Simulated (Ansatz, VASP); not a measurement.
# Pb in VASP and in Ansatz

INCAR

```
  ALGO = Normal
  EDIFF = 1E-6
  ENCUT = 520
  GGA = PS
  ISIF = 2
  ISMEAR = -1
  LASPH = True
  LCHARG = False
  LREAL = False
  LWAVE = False
  NBANDS = 13
  NELM = 80
  PREC = Accurate
  SIGMA = 0.05
```

KPOINTS

```
k-points
0
Gamma
  5 5 5
```

File POSCAR:

```
Pb
1.0
   -1.9796595667      1.9796595667      1.9796595667
    1.9796595667     -1.9796595667      1.9796595667
    1.9796595667      1.9796595667     -1.9796595667
Pb
1
Direct
    0.0000000000      0.0000000000      0.0000000000
```

File input.yaml:

```yaml
crystal:
  lattice:
    - [-1.9796595667, 1.9796595667, 1.9796595667]
    - [1.9796595667, -1.9796595667, 1.9796595667]
    - [1.9796595667, 1.9796595667, -1.9796595667]
  atoms:
    - { symbol: Pb, position: [0.0, 0.0, 0.0] }
hamiltonian:
  xc: pbesol
  pseudopotentials: { kind: paw }
kpoints:
  mp_grid: { grid: [5, 5, 5] }
  band_path:
    path:
      - [[0.0, 0.0, 0.0], [0.5, -0.5, 0.5], [0.0, 0.0, 0.5], [0.0, 0.0, 0.0], [0.25, 0.25, 0.25], [0.5, -0.5, 0.5]]
      - [[0.25, 0.25, 0.25], [0.0, 0.0, 0.5]]
    npoints: 14
scf:
  occupations: { method: fermi_dirac, width: 0.05 }
  n_extra_bands: 6
output:
  forces: true
  stress: true
  eigenvalues: true
  fatbands: false
```

This isn't the form of Pb at room conditions, which is fcc.

Alike in both runs: functional PBEsol; k mesh 5 × 5 × 5; occupations fermi-dirac, width 0.05 eV; no spin polarisation.

|  | VASP | Ansatz |
| --- | --- | --- |
| version | VASP 6.6.1 | Ansatz 0.2.0 |
| potentials or method | VASP PAW PBE potentials, release 64 (Pb_d) | Ansatz PAW |
| plane-wave cutoff (eV) | 520 | 420 |
| valence electrons in the cell | 14 | 14 |
| task | single point | band structure |

```tsv
	VASP	Ansatz	Ansatz less VASP
gap on the k mesh at the Fermi level (eV)	none	none	-
pressure (GPa)	0.0	0.1	+0.08
```

A gap of «none» marks a metal or a gap that the smearing closes. The functional is the same, so the differences come from potentials, cutoffs and numerics.

Caveats: the k mesh is coarse (spacing up to 0.45 Å⁻¹), so the values aren't converged; the PAW data sets were made with another functional, which shifts forces and pressure a little (VASP); spin-orbit coupling is left out, which moves the levels of the heavy elements (Ansatz); the PAW data sets come from PBE, with cores solved anew for the run's functional, which leaves a small shift of forces and pressure (Ansatz). The runs have no spin-orbit coupling, so splittings on Pb are missing.
